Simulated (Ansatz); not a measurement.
# Al (P6_3/mmc) in Ansatz: a series of runs

Runs on Al. Level: PBEsol. Tasks: relaxation of cell and atoms.

All numbers are computed with Ansatz 0.2.0; they aren't measurements. Logs are shortened: lines on timing, memory, paths and dates and some standing lists are left out, and cuts for length are marked.

## 1. The crystal as given

It takes space group P6_3/mmc (No. 194, hexagonal). The conventional cell has a = 2.812 Å, b = 2.812 Å, c = 4.867 Å, α = 90.00°, β = 90.00°, γ = 120.00°. Al (site symmetry -6m2) is surrounded by 12 Al at 2.81 to 2.93 Å.

This isn't the form of Al at room conditions, which is fcc.

## 2. Relaxation of cell and atoms, PBEsol, target pressure 2 GPa, at which the enthalpy is minimised

File input.yaml:

```yaml
crystal:
  lattice:
    - [2.8124553515, 0.0, 0.0]
    - [-1.4062276757, 2.4356577814, 0.0]
    - [0.0, 0.0, 4.86685]
  atoms:
    - { symbol: Al, position: [0.3333333333, 0.6666666667, 0.25] }
    - { symbol: Al, position: [0.6666666667, 0.3333333333, 0.75] }
hamiltonian:
  xc: pbesol
  pseudopotentials: { kind: paw }
kpoints:
  mp_grid: { grid: [11, 11, 6] }
scf:
  occupations: { method: fermi_dirac, width: 0.05 }
output:
  forces: true
  stress: true
  eigenvalues: true
relax:
  f_tol: 0.01
  max_steps: 40
  cell: { stress_tol: 0.05, p_target: 2.0 }
```

Potentials or basis: Ansatz PAW.

Launch:

```
> ansatz run input.yaml --threads 2 --pin off --max-ram 5632MiB --backend cpu --events-out ev --progress --plain --runs-dir out
```

The log of the run:

```text
Warning: RAYON_NUM_THREADS=2 ignored (pool sized by the plan → 2); use --threads N
Engine: ansatz 0.2.0, x86_64-unknown-linux-gnu
Pseudopotentials: kind: paw
Pseudopotential: Al, paw, valence charge 3, recommended cutoff 420 eV (normal), Al.paw.azcp
Functional definition: PBEsol
  exchange = pbesol_x
  correlation = pbesol_c
Crystal: 2 atoms, lattice volume = 33.339 Å³
Basis set: ecut = 420 eV, 665 PW (Γ), exchange–correlation on 40×40×72 points (8 copies of the dense FFT grid, shifted against one another)
Bands: 7, of which v1, the nominal top of the filled ones, is band 3 counted from 1 (2 counted from 0)
Symmetry: 24 space group operations
Space group: P63/mmc (ITA 194), of the structure as read, at distance tolerance 3.2e-5 Å
k-points: 64 of 726
Non-local potential: Al, projectors of the file, l = 0: 2, l = 1: 2, l = 2: 1
PAW form: soft (Blöchl's): semilocal exchange-correlation on the pseudo side does not see the compensation charge
PAW frozen core: Al, regenerated for the run's functional, and the local potential with it (the file was generated under x = pbe(κ = 0.804, μ = 0.2195149727645171), c = pbe(β = 0.06672455060314922))
PAW one-centre angular grid: Al, 110 points (default); XC on 64 Gauss nodes
Initial density: superposition of atomic densities (neutral atoms: chi_scale 0, normalization atom), corrected by the library's trained network
Initial wavefunctions: pseudopotential atomic-orbital guess
Functional: x = pbesol(κ = 0.804, μ = 0.12345679012345678), c = pbesol(β = 0.046)
SCF iter   1: F=—  HF=-1049.035630 eV  |F-HF|=—  |Δ(HF+E_count)|=         —  Δρ=1.71e-3  dr2=1.06e-3  ethr=1.77e-3  ⟨swp⟩=5.5  Hψ=3795  notcnv=0
preconditioner: auto → none  [insulator: Δε(μ)=0.209 eV  Ē_g=8.966 eV  σ=0.050 eV  W_gap=0.74  n_scr=2 (ndim 8)  ℏωp=15.8 eV  f_vac=0.000  D(μ)=0.49/eV (n_scr^D=2)  ε∞_Penn≈4.1]
SCF iter   2: F=—  HF=-1049.035440 eV  |F-HF|=—  |Δ(HF+E_count)|=   1.90e-4  Δρ=7.01e-4  dr2=1.58e-4  ethr=1.76e-5  ⟨swp⟩=1.3  Hψ=986  notcnv=0
SCF iter   3: F=—  HF=-1049.035406 eV  |F-HF|=—  |Δ(HF+E_count)|=   3.39e-5  Δρ=5.88e-5  dr2=4.59e-7  ethr=2.64e-6  ⟨swp⟩=1.5  Hψ=515  notcnv=0
SCF iter   4: F=—  HF=-1049.035425 eV  |F-HF|=—  |Δ(HF+E_count)|=   1.87e-5  Δρ=6.58e-6  dr2=8.26e-9  ethr=7.64e-9  ⟨swp⟩=1.9  Hψ=559  notcnv=0
iter 5 did not close the SCF: its close was put off for the readings that it lacked (scf_convergence_deferred on its scf_iter line)
SCF iter   5: F=-1049.035425 eV  HF=-1049.035425 eV  |F-HF|=1.91e-11  |Δ(HF+E_count)|=   2.12e-9  Δρ=4.19e-7  dr2=5.52e-11  ethr=1.38e-10  ⟨swp⟩=1.5  Hψ=530  notcnv=0
SCF iter   6: F=-1049.035425 eV  HF=-1049.035425 eV  |F-HF|=2.27e-13  |Δ(HF+E_count)|=  1.07e-11  Δρ=3.70e-8  dr2=3.61e-13  ethr=1.00e-12  ⟨swp⟩=1.5  Hψ=1579  notcnv=0
SCF 1 converged in 6 iterations: F = -1049.035425 eV  dr2 = 3.61e-13
relax step   1: F+E_penalty+E_count = -1049.03542500 eV  Δ(F+E_penalty+E_count) = +0.000e0 eV  max|allowed force component| = 2.197e-17 eV/Å  Δτ_max = 0.0000 Å  P = -1.335 GPa  Ω = 33.339 Å³  (6 SCF iters, dr2 threshold 1.00e-7 eV, accepted)
Crystal: 2 atoms, lattice volume = 31.324 Å³
Basis set: ecut = 420 eV, 603 PW (Γ), exchange–correlation on 40×40×72 points (8 copies of the dense FFT grid, shifted against one another)
Initial density: handed on by an earlier stage of this run
Initial wavefunctions: those handed on with the density
iter 1 solved again at ethr=5.64e-5 eV; its pass at ethr=3.10e-3 eV (dr2=3.38e-3 eV) is discarded
[... 39 lines left out ...]
SCF iter   3: F=—  HF=-1049.053497 eV  |F-HF|=—  |Δ(HF+E_count)|=   2.12e-8  Δρ=1.31e-6  dr2=3.62e-10  ethr=1.22e-10  ⟨swp⟩=2.0  Hψ=641  notcnv=0
SCF iter   4: F=—  HF=-1049.053497 eV  |F-HF|=—  |Δ(HF+E_count)|=  2.00e-11  Δρ=4.79e-7  dr2=6.16e-11  ethr=6.03e-12  ⟨swp⟩=1.0  Hψ=448  notcnv=0
SCF iter   5: F=-1049.053497 eV  HF=-1049.053497 eV  |F-HF|=0.00e0  |Δ(HF+E_count)|=  7.05e-12  Δρ=4.11e-8  dr2=5.46e-13  ethr=1.00e-12  ⟨swp⟩=4.7  Hψ=1415  notcnv=0
SCF 6 converged in 5 iterations: F = -1049.053497 eV  dr2 = 5.46e-13
relax step   6: F+E_penalty+E_count = -1049.05349740 eV  Δ(F+E_penalty+E_count) = +3.084e-4 eV  max|allowed force component| = 6.939e-18 eV/Å  Δτ_max = 0.0000 Å  P = +1.982 GPa  Ω = 31.873 Å³  stress off target by 3.14e-2 GPa  SCF on the basis re-selected at this cell (its energy is not comparable with the rows above)  (5 SCF iters)
basis re-selected at this cell: Δ(F+E_penalty+E_count) = +3.084e-4 eV, ΔP = -0.020 GPa vs the last step (what re-selecting the basis moved, of the pressure what is left beyond the Pulay correction that the steps carried, after the strain that the cell walked since its last selection, with what the two solves' SCF thresholds leave and, on support functions, any second-order correction that the steps lacked; it is no measure of the basis error at this ecutwfc). The dense FFT grid was sized anew with the basis: this SCF ran on 20×20×32 points, the steps before it on 20×20×36, so part of this shift can come from that change (see relax.cell in the input reference). This SCF's stress stands 3.14e-2 GPa from its target on what of the cell is left free (relax.cell.stress_tol is 5.00e-2 GPa) and its largest allowed force component is 6.94e-18 eV/Å (relax.f_tol is 1.00e-2 eV/Å): within both
SCF converged after 5 iterations
Free energy (F): -1049.053497 eV
Harris-Foulkes:  -1049.053497 eV  (|F-HF|=0.00e0)
Internal energy: -1049.048590 eV  (E = F + TS)
E sigma→0 (E₀):  -1049.051044 eV
Entropy (-TS):   -0.004908 eV (-2.454 meV/atom)
Fermi energy:    8.261263 eV
--- Per-component energies (eV) ---
  E_band       = 22.425524
  E_kinetic    = 46.635303
  E_local      = 20.572847  (includes V_loc(G=0)·N_el)
  E_nonlocal   = 21.026688
  E_hartree    = 0.207387
  E_xc         = -79.268750
  E_vxc        = -58.894306  (∫ρ·V_xc dr)
  E_paw        = -909.525877  (= ΣΔE_a)
  E_vpaw       = -7.329777  (= ΣTr[D̂ρ^β])
  E_aug_tail   = -0.000005  (compensation charges beyond the density's cutoff)
  E_ewald      = -148.734461
  E_core_change = 0.038278  (= ΣΔE_core)
  E_smearing   = -0.004908  (= −TS)
  E_closure    = 0.000000  (closes the sum)
  Σ components = -1049.053497   (vs F -1049.053497, Δ=0.00e0)
--- Forces (eV/Å), atoms counted from 1 ---
  atom   1  Al     0.00000000    -0.00000000     0.00000000
  atom   2  Al    -0.00000000     0.00000000    -0.00000000
  max |Σ_I F_I| component: 4.63e-18 eV/Å
--- Stress (GPa, compression-positive) ---
        1.988733       0.000000       0.000000
       -0.000000       1.988733       0.000000
        0.000000       0.000000       1.968555
  P = ⅓ Tr σ = 1.9820 GPa (19.820 kbar)
--- Band table (eV; the first three rows and the last of 64) ---
  k-point 0: bands = ["-3.1172", "3.4577", "3.6694", "19.2755", "19.2755", "19.5112", "19.5112"]
  k-point 1: bands = ["-2.9274", "1.5516", "5.9079", "18.0199", "19.4160", "19.4160", "19.6665"]
  k-point 2: bands = ["-2.3596", "-0.1112", "8.5655", "14.7201", "19.8259", "19.8259", "20.1006"]
  k-point 63: bands = ["5.4753", "5.4753", "6.3009", "6.3009", "8.2663", "8.2663", "18.1432"]
--- Relaxed structure (5 steps of the walk, 5 accepted, 1 SCFs on fresh bases) ---
  F+E_penalty+E_count = -1049.05349740 eV   max|allowed force component| = 6.939e-18 eV/Å   (the final SCF, on the basis selected at the relaxed cell)
  cell:  # Å, volume = 31.8731 Å³
    - [2.813094057739584, -2.88740393492556e-11, -2.3583632929084646e-29]
    - [-1.4065470288447863, 2.4362109172519655, 1.990698551934741e-18]
    - [1.6842894015084247e-32, 3.9777473343732526e-18, 4.650774565504707]
  atoms:
    - { symbol: Al, position: [0.33333333333333326, 0.6666666666666665, 0.25] }
    - { symbol: Al, position: [0.6666666666666665, 0.3333333333333333, 0.7499999999999999] }
```

Run time: 3.9 s. Hardware: 2 threads of AMD EPYC 7R43 (Zen 3), shared host; peak memory 0.34 GiB.

Results:

* Free energy: -1049.0535 eV
* Relaxed volume: 15.94 Å³/atom
* Relaxed cell: a = 2.813 Å, b = 2.813 Å, c = 4.651 Å, α = 90.00°, β = 90.00°, γ = 120.00°
* Space group after relaxing (to 0.05 Å): P6_3/mmc (No. 194)
* Energy change on relaxing (the enthalpy is what falls): -9.0 meV/atom
* Ionic steps: 6
* Pressure after relaxing: 2.0 GPa
* Band gap on the k mesh: none (metal or under the smearing width)

The path:
| step | energy change (eV) | largest force (eV/Å) | volume (Å³) |
| --- | --- | --- | --- |
| 1 | 0.0000 | 0.0000 | 33.34 |
| 2 | -0.0090 | 0.0000 | 31.32 |
| 3 | -0.0188 | 0.0000 | 31.92 |
| 4 | -0.0185 | 0.0000 | 31.88 |
| 5 | -0.0184 | 0.0000 | 31.87 |
| 6 | -0.0181 | 0.0000 | 31.87 |

Final structure:
```
Al
1.0
     2.81309    0.00000    0.00000
    -1.40655    2.43621    0.00000
     0.00000    0.00000    4.65077
Al
2
Direct
  0.33333 0.66667 0.25000
  0.66667 0.33333 0.75000
```

Levels at points of the mesh, in eV from the Fermi level:
```
            k point  band 1  band 2  band 3  band 4  band 5  band 6  band 7
 (0.00, 0.00, 0.00)  -11.38   -4.80   -4.59   11.01   11.01   11.25   11.25
(0.00, 0.00, -0.50)   -9.68   -9.68    3.26    3.26   12.10   12.10   12.10
```

Caveat: the plane-wave basis is chosen anew once the cell has moved, so the energies of steps on either side of that aren't comparable; the PAW data sets come from PBE, with cores solved anew for the run's functional, which leaves a small shift of forces and pressure.

## 3. Relaxation of cell and atoms, PBEsol, target pressure 5 GPa, at which the enthalpy is minimised

Edit input.yaml of step 2 so:

```diff
@@ -19,2 +19,6 @@
   eigenvalues: true
+  write_density: true
+  write_potential: true
+  elf: true
+  volumetric_format: npy
 relax:
@@ -22,2 +26,2 @@
   max_steps: 40
-  cell: { stress_tol: 0.05, p_target: 2.0 }
+  cell: { stress_tol: 0.05, p_target: 5.0 }
```

Potentials or basis: Ansatz PAW.

Launch:

```
> ansatz run input.yaml --threads 2 --pin off --max-ram 5632MiB --backend cpu --events-out ev --progress --plain --runs-dir out
```

Run time: 5 s. Hardware: 2 threads of AMD EPYC 7R43 (Zen 3), shared host; peak memory 0.36 GiB.

It converged, with:

- Free energy: -1049.0320 eV
- Relaxed volume: 15.44 Å³/atom
- Relaxed cell: a = 2.784 Å, b = 2.784 Å, c = 4.601 Å, α = 90.00°, β = 90.00°, γ = 120.00°
- Space group after relaxing (to 0.05 Å): P6_3/mmc (No. 194)
- Energy change on relaxing (the enthalpy is what falls): +1.7 meV/atom
- Ionic steps: 8
- Pressure after relaxing: 5.0 GPa
- Band gap on the k mesh: none (metal or under the smearing width)

The path:
```csv
step,energy change (eV),largest force (eV/Å),volume (Å³)
1,0.0000,0.0000,33.34
2,0.0118,0.0000,30.68
3,0.0091,0.0000,30.72
4,0.0012,0.0000,30.93
5,0.0024,0.0000,30.89
6,0.0029,0.0000,30.89
7,0.0034,0.0000,30.88
8,0.0034,0.0000,30.88
```

Final structure:
```
CELL_PARAMETERS angstrom
2.78371 0.00000 0.00000
-1.39186 2.41077 0.00000
0.00000 0.00000 4.60110
ATOMIC_POSITIONS crystal
Al 0.33333 0.66667 0.25000
Al 0.66667 0.33333 0.75000
```

Levels at points of the mesh, in eV from the Fermi level:
| k point | band 1 | band 2 | band 3 | band 4 | band 5 | band 6 |
| --- | --- | --- | --- | --- | --- | --- |
| (0.00, 0.00, 0.00) | -11.61 | -4.94 | -4.64 | 11.27 | 11.27 | 11.42 |
| (0.00, 0.00, -0.50) | -9.88 | -9.88 | 3.31 | 3.31 | 12.27 | 12.27 |

Caveat: the plane-wave basis is chosen anew once the cell has moved, so the energies of steps on either side of that aren't comparable; the PAW data sets come from PBE, with cores solved anew for the run's functional, which leaves a small shift of forces and pressure.
